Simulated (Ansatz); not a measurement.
## Two states of EuO

```
Eu O
1.0
     2.53999    2.53999    5.07999
     5.07999    2.53999    2.53999
     2.53999    5.07999    2.53999
Eu O
2 2
Direct
  0.00000 0.00000 0.00000
  0.50000 0.50000 0.50000
  0.25000 0.25000 0.25000
  0.75000 0.75000 0.75000
```

Single point in Ansatz 0.2.0 with PBE, with U_eff = 7.45 eV on Eu f (all-electron-ortho-atomic projectors). Cutoff 420 eV, PAW datasets, 6×6×6 Γ-centred k mesh, fermi-dirac filling (width 0.0579 eV).

State A: Eu1 up, Eu2 up (collinear spin). State B: Eu1 down, Eu2 up (collinear spin).

Compare the two self-consistent states.

State A is lower by 9.1 meV an atom at zero smearing.

```tsv
state	free energy (meV/atom)	largest moment in a small sphere (μB)	net moment (μB/cell)	gap on mesh (eV)	pressure (GPa)	largest force (eV/Å)
A	0.0	6.75	14.00	0.50	6.4	0.00
B	9.1	6.74	0.00	1.31	6.8	0.00
```

Origin: a database entry at a rescaled volume.
